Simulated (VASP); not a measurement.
# BeTe (F-43m) in VASP: a series of runs

One crystal, BeTe, is run at these levels: r2SCAN; tasks: relaxation of the atoms.

Program: VASP 6.6.1. These are calculated values, not measurements. Logs are shortened: lines on timing, memory, paths and dates and some standing lists are left out, and cuts for length are marked.

## (1) Starting point

It takes space group F-43m (No. 216, cubic). The conventional cell has a = 5.662 Å, b = 5.662 Å, c = 5.662 Å, α = 90.00°, β = 90.00°, γ = 90.00°. Around Be (site symmetry -43m) lie 4 Te at 2.45 Å. Around Te (site symmetry -43m) lie 4 Be at 2.45 Å.

## (2) Relaxation of the atoms, r2SCAN (a relaxed cell with its volume scaled by 0.96)

Input file INCAR:

```
SYSTEM = BeTe
PREC     = Accurate       ! precision mode
ENCUT    = 600            ! plane-wave cutoff, eV
EDIFF    = 1E-7           ! SCF threshold, eV
ISMEAR   = 0              ! smearing method
SIGMA    = 0.03           ! smearing width, eV
LREAL    = .FALSE.        ! projectors in reciprocal space
LASPH    = .TRUE.         ! aspherical terms in the spheres
NELM     = 80             ! most SCF steps
ALGO     = Normal         ! electronic algorithm
ISIF     = 2              ! what is computed and relaxed
LWAVE    = .FALSE.        ! write WAVECAR
LCHARG   = .FALSE.        ! write CHGCAR
METAGGA  = R2SCAN         ! meta-GGA
LMIXTAU  = .TRUE.       
IBRION   = 2              ! ionic algorithm
NSW      = 40             ! ionic steps
EDIFFG   = -0.01          ! ionic threshold
```

Input file KPOINTS:

```
Automatic mesh
0
G
  8 8 8
  0 0 0
```

Input file POSCAR:

```
BeTe                                    
1.0
    0.0000000000      2.7928210357      2.7928210357
    2.7928210357      0.0000000000      2.7928210357
    2.7928210357      2.7928210357      0.0000000000
  Be              Te            
     1     1
Direct
     0.0000000000000000    0.0000000000000000    0.0000000000000000
     0.2500000000000000    0.2500000000000000    0.2500000000000000
```

Potentials or basis: VASP PAW PBE potentials, release 64 (Be, Te).

Command:

```console
> cat potpaw_PBE.64/Be/POTCAR potpaw_PBE.64/Te/POTCAR > POTCAR
> mpirun -np 1 vasp_std > vasp.out
```

OUTCAR:

```text
SYSTEM = BeTe
   PREC = Accurate
   ENCUT = 600
   EDIFF = 1E-7
   ISMEAR = 0
   LREAL = .FALSE.
   LASPH = .TRUE.
   NELM = 80
   ISIF = 2
   METAGGA = R2SCAN
   IBRION = 2
   NSW = 40
   EDIFFG = -0.01

 ion  position               nearest neighbor table
   1  0.000  0.000  0.000-   2 2.42   2 2.42   2 2.42   2 2.42
   2  0.250  0.250  0.250-   1 2.42   1 2.42   1 2.42   1 2.42

  LATTYP: Found a face centered cubic cell.
 ALAT       =     5.5856420714

  Lattice vectors:

 A1 = (   0.0000000000,   2.7928210357,   2.7928210357)
 A2 = (   2.7928210357,   0.0000000000,   2.7928210357)
 A3 = (   2.7928210357,   2.7928210357,   0.0000000000)

Analysis of symmetry for initial positions (statically):
=====================================================================
 Subroutine PRICEL returns:
 Original cell was already a primitive cell.

 Routine SETGRP: Setting up the symmetry group for a
 face centered cubic supercell.

 Subroutine GETGRP returns: Found 24 space group operations
 (whereof 24 operations were pure point group operations)
 out of a pool of 48 trial point group operations.

The static configuration has the point symmetry T_d .

Analysis of symmetry for dynamics (positions and initial velocities):
=====================================================================
 Subroutine PRICEL returns:
 Original cell was already a primitive cell.

 Routine SETGRP: Setting up the symmetry group for a
 face centered cubic supercell.

 Subroutine GETGRP returns: Found 24 space group operations
 (whereof 24 operations were pure point group operations)
 out of a pool of 48 trial point group operations.

The dynamic configuration has the point symmetry T_d .

 Subroutine INISYM returns: Found 24 space group operations
 (whereof 24 operations are pure point group operations),
 and found     1 'primitive' translations

----------------------------------------------------------------------------------------

                                     Primitive cell

  volume of cell :      43.5672

  direct lattice vectors                    reciprocal lattice vectors
     0.000000000  2.792821036  2.792821036    -0.179030448  0.179030448  0.179030448
     2.792821036  0.000000000  2.792821036     0.179030448 -0.179030448  0.179030448
     2.792821036  2.792821036  0.000000000     0.179030448  0.179030448 -0.179030448

  length of vectors
     3.949645386  3.949645386  3.949645386     0.310089831  0.310089831  0.310089831

  position of ions in fractional coordinates (direct lattice)
     0.000000000  0.000000000  0.000000000
     0.250000000  0.250000000  0.250000000

  ion indices of the primitive-cell ions
   primitive index   ion index
                 1           1
                 2           2

----------------------------------------------------------------------------------------

 KPOINTS: Automatic mesh

Automatic generation of k-mesh.
 Grid dimensions read from file:
 generate k-points for:    8    8    8

 Generating k-lattice:

  Cartesian coordinates                     Fractional coordinates (reciprocal lattice)
    -0.022378806  0.022378806  0.022378806     0.125000000  0.000000000  0.000000000
     0.022378806 -0.022378806  0.022378806     0.000000000  0.125000000  0.000000000
     0.022378806  0.022378806 -0.022378806     0.000000000  0.000000000  0.125000000

  Length of vectors
     0.038761229  0.038761229  0.038761229

  Shift w.r.t. Gamma in fractional coordinates (k-lattice)
     0.000000000  0.000000000  0.000000000

 Subroutine IBZKPT returns following result:
 ===========================================

 Found     29 irreducible k-points:

 Following reciprocal coordinates:
            Coordinates               Weight
  0.000000  0.000000  0.000000      1.000000
  0.125000  0.000000  0.000000      8.000000
  0.250000  0.000000  0.000000      8.000000
  0.375000  0.000000  0.000000      8.000000
  0.500000  0.000000  0.000000      4.000000
  0.125000  0.125000  0.000000      6.000000
[... 16 lines left out ...]
  0.500000  0.250000  0.125000     48.000000
 -0.375000  0.250000  0.125000     24.000000
 [... further k-points ...]
   k-points           NKPTS =     29   k-points in BZ     NKDIM =     29   number of bands    NBANDS=      8
   number of dos      NEDOS =    301   number of ions     NIONS =      2
   total plane-waves  NPLWV =  32768
   dimension x,y,z NGX =    32 NGY =   32 NGZ =   32
   dimension x,y,z NGXF=    64 NGYF=   64 NGZF=   64
   ions per type =               1   1
   NGX,Y,Z   is equivalent  to a cutoff of  13.47, 13.47, 13.47 a.u.
   NGXF,Y,Z  is equivalent  to a cutoff of  26.94, 26.94, 26.94 a.u.
 SYSTEM =  BeTe
   PREC   = accura    normal or accurate (medium, high low for compatibility)
   ISTART =      0    job   : 0-new  1-cont  2-samecut
   ICHARG =      2    charge: 1-file 2-atom 10-const
   ISPIN  =      1    spin polarized calculation?
   LNONCOLLINEAR =      F non collinear calculations
   LSORBIT =      F    spin-orbit coupling
   LASPH  =      T    aspherical Exc in radial PAW
   ENCUT  =  600.0 eV  44.10 Ry    6.64 a.u.   7.89  7.89  7.89*2*pi/ulx,y,z
   NELM   =     80;   NELMIN=  2; NELMDL= -5     # of ELM steps
   EDIFF  = 0.1E-06   stopping-criterion for ELM
   LREAL  =      F    real-space projection
   EDIFFG = -.1E-01   stopping-criterion for IOM
   NSW    =     40    number of steps for IOM
   IBRION =      2    ionic relax: 0-MD 1-quasi-New 2-CG
   NFREE  =      1    steps in history (QN), initial steepest desc. (CG)
   ISIF   =      2    stress and relaxation
   ISYM   =      2    0-nonsym 1-usesym 2-fastsym
   POTIM  = 0.5000    time-step for ionic-motion
   TEBEG  =    0.0;   TEEND  =   0.0 temperature during run
   PSTRESS=    0.0 pullay stress
   NELECT =       8.0000    total number of electrons
   NUPDOWN=      -1.0000    fix difference up-down
   EMIN   =  10.00;   EMAX   =-10.00  energy-range for DOS
   EFERMI =   0.00;   METHOD = LEGACY
   ISMEAR =     0;   SIGMA  =   0.03  broadening in eV -4-tet -1-fermi 0-gaus
   EFERMI_NEDOS =   21; number of points for ismear=-14 and -15
   IALGO  =     38    algorithm
   IMIX   =      4    mixing-type and parameters
     AMIX     =   0.40;   BMIX     =  1.00
     AMIX_MAG =   1.60;   BMIX_MAG =  1.00
  volume/ion in A,a.u.               =      21.78       147.00
  Fermi-wavevector in a.u.,A,eV,Ry     =   0.930504  1.758398 11.780445  0.865838
  Thomas-Fermi vector in A             =   2.056900
   LORBIT       =      0    0 simple, 1 ext, 2 COOP (PROOUT), +10 PAW based schemes
   METAGGA = R2SCAN    functional components
   LHFCALC =     F    Hartree Fock is set to
   AEXX    =    0.0000 exact exchange contribution
   IVDW    =     0    specifies the selected vdW correction
   LEPSILON=     F    determine dielectric tensor
   LRPA    =     F    only Hartree local field effects (RPA)
 conjugate gradient relaxation of ions
 non-spin polarized calculation
 Gauss-broadening in eV      SIGMA  =   0.03
  energy-cutoff  :      600.00
  volume of cell :       43.57
 maximum number of plane-waves:      1475
   NGX = 15   NGY = 15   NGZ = 15

 number of electron       8.0000000 magnetization

 Free energy of the ion-electron system (eV)
  ---------------------------------------------------
  ext. energy  EPLUGINS =         0.00000000
  ---------------------------------------------------
  free energy    TOTEN  =       -30.67074253 eV

  energy without entropy =      -30.67074253  energy(sigma->0) =      -30.67074253

 E-fermi :   5.4163     XC(G=0):  -9.5832

 val. band max:        5.2234774907   @ k =   0.0000   0.0000   0.0000
 cond. band min:       7.4955571441   @ k =   0.5000   0.5000   0.0000
 fundamental gap:      2.2720796534
 Fermi energy:         5.4162901579

 k-point     1 :       0.0000    0.0000    0.0000
  band No.  band energies     occupation
      1      -7.7403      2.00000
      2       5.2235      2.00000
      3       5.2235      2.00000
      4       5.2235      2.00000
      5       9.2115      0.00000
      6       9.2115      0.00000
      7       9.2115      0.00000
      8       9.9304      0.00000

 k-point     2 :       0.1250    0.0000    0.0000
  band No.  band energies     occupation
      1      -7.5773      2.00000
      2       3.8606      2.00000
      3       4.9721      2.00000
      4       4.9721      2.00000
      5       9.2855      0.00000
      6       9.5821      0.00000
      7       9.5821      0.00000
      8      11.1138      0.00000

 k-point     3 :       0.2500    0.0000    0.0000
  band No.  band energies     occupation
      1      -7.1250      2.00000
      2       1.7158      2.00000
      3       4.5010      2.00000
      4       4.5010      2.00000
      5       9.0825      0.00000
      6      10.1455      0.00000
      7      10.1455      0.00000
      8      13.0806      0.00000

 k-point     4 :       0.3750    0.0000    0.0000
  band No.  band energies     occupation
      1      -6.5417      2.00000
      2      -0.0071      2.00000
      3       4.1373      2.00000
      4       4.1373      2.00000
      5       8.9071      0.00000
      6      10.2647      0.00000
      7      10.2647      0.00000
      8      13.7682      0.00000

 k-point     5 :       0.5000    0.0000    0.0000
  band No.  band energies     occupation
      1      -6.2317      2.00000
      2      -0.7096      2.00000
      3       4.0065      2.00000
      4       4.0065      2.00000
      5       8.8443      0.00000
      6      10.2210      0.00000
      7      10.2210      0.00000
      8      13.6916      0.00000

 k-point     6 :       0.1250    0.1250    0.0000
  band No.  band energies     occupation
      1      -7.5226      2.00000
      2       4.1157      2.00000
      3       4.5171      2.00000
      4       4.5171      2.00000
      5       8.8219      0.00000
      6      10.2494      0.00000
      7      10.2494      0.00000
      8      10.8665      0.00000

 k-point     7 :       0.2500    0.1250    0.0000
  band No.  band energies     occupation
      1      -7.1645      2.00000
      2       2.3638      2.00000
      3       3.9961      2.00000
      4       4.1893      2.00000
      5       8.9591      0.00000
      6      10.3573      0.00000
      7      11.0484      0.00000
      8      11.5974      0.00000
[... 133 lines left out ...]
 k-point    20 :      -0.3750    0.3750    0.0000
  band No.  band energies     occupation
      1      -5.6955      2.00000
      2       0.1199      2.00000
      3       1.0682      2.00000
      4       2.8219      2.00000
      5       8.2557      0.00000
      6      10.9826      0.00000
      7      13.8615      0.00000
      8      14.3158      0.00000

 k-point    21 :       0.5000    0.5000    0.0000
  band No.  band energies     occupation
      1      -5.6693      2.00000
      2      -0.2620      2.00000
      3       2.3778      2.00000
      4       2.3778      2.00000
      5       7.4956      0.00000
      6       8.1756      0.00000
      7      15.9555      0.00000
      8      15.9555      0.00000

 k-point    22 :       0.3750    0.2500    0.1250
  band No.  band energies     occupation
      1      -6.7485      2.00000
      2       1.4554      2.00000
      3       2.8125      2.00000
      4       3.9132      2.00000
      5       9.2190      0.00000
      6      10.6849      0.00000
      7      11.0641      0.00000
      8      12.1249      0.00000

 k-point    23 :       0.5000    0.2500    0.1250
  band No.  band energies     occupation
      1      -6.2266      2.00000
      2       0.2926      2.00000
      3       2.2461      2.00000
      4       3.4204      2.00000
      5       9.7066      0.00000
      6      10.3995      0.00000
      7      11.7332      0.00000
      8      12.7801      0.00000

 k-point    24 :      -0.3750    0.2500    0.1250
  band No.  band energies     occupation
      1      -5.9589      2.00000
      2      -0.2599      2.00000
      3       2.1344      2.00000
      4       3.1786      2.00000
      5       9.8946      0.00000
      6      10.0568      0.00000
      7      12.5810      0.00000
      8      13.7363      0.00000

 [... further k-points ...]

------------------------ aborting loop because EDIFF is reached ----------------------------------------

  FORCE on cell =-STRESS in cart. coord.  units (eV):
  Direction    XX          YY          ZZ          XY          YZ          ZX
  --------------------------------------------------------------------------------------
  -------------------------------------------------------------------------------------
  Total        0.7238672      0.7238672      0.7238672      0.0000000      0.0000000      0.0000000
  in kB       26.6201294     26.6201294     26.6201294      0.0000000      0.0000000      0.0000000
  external PRESSURE =      26.6201294 kB  Pullay stress =       0.0000000 kB

 VOLUME and BASIS-vectors are now :
 -----------------------------------------------------------------------------
  energy-cutoff  :      600.00
  volume of cell :       43.57
      direct lattice vectors                 reciprocal lattice vectors
     0.000000000  2.792821036  2.792821036    -0.179030448  0.179030448  0.179030448
     2.792821036  0.000000000  2.792821036     0.179030448 -0.179030448  0.179030448
     2.792821036  2.792821036  0.000000000     0.179030448  0.179030448 -0.179030448

 POSITION                                       TOTAL-FORCE (eV/Angst)
 -----------------------------------------------------------------------------------
      0.00000      0.00000      0.00000         0.000000      0.000000      0.000000
      1.39641      1.39641      1.39641        -0.000000     -0.000000     -0.000000
 -----------------------------------------------------------------------------------
    total drift:                                0.000000      0.000000      0.000000

  FREE ENERGIE OF THE ION-ELECTRON SYSTEM (eV)
  ---------------------------------------------------
  free  energy   TOTEN  =       -30.6707425310 eV

  energy  without entropy=      -30.6707425310  energy(sigma->0) =      -30.67074253

 reached required accuracy - stopping structural energy minimisation
```

It took 42 s on 1 thread of Intel Xeon Platinum 8488C (Sapphire Rapids), shared host; peak memory 0.19 GiB.

What came out:

| Quantity | Value |
| --- | --- |
| Free energy | -30.6707 eV |
| Pressure after relaxing | 2.7 GPa |
| Band gap on the k mesh | 2.27 eV, indirect (least direct gap 3.99 eV) |

Final structure:
```cif
data_structure
_symmetry_space_group_name_H-M 'P 1'
_symmetry_Int_Tables_number 1
_cell_length_a 3.9496
_cell_length_b 3.9496
_cell_length_c 3.9496
_cell_angle_alpha 60.000
_cell_angle_beta 60.000
_cell_angle_gamma 60.000
_cell_volume 43.57
loop_
_atom_site_label
_atom_site_type_symbol
_atom_site_fract_x
_atom_site_fract_y
_atom_site_fract_z
_atom_site_occupancy
Be1 Be 0.00000 0.00000 0.00000 1
Te1 Te 0.25000 0.25000 0.25000 1
```

Caveat: the relaxation stopped at its first step, so nothing moved; the PAW data sets were made with another functional, which shifts forces and pressure a little; spin-orbit coupling is left out, which moves the levels of the heavy elements. A k mesh can miss the band edges.

(Continued in part 2 of 2.)
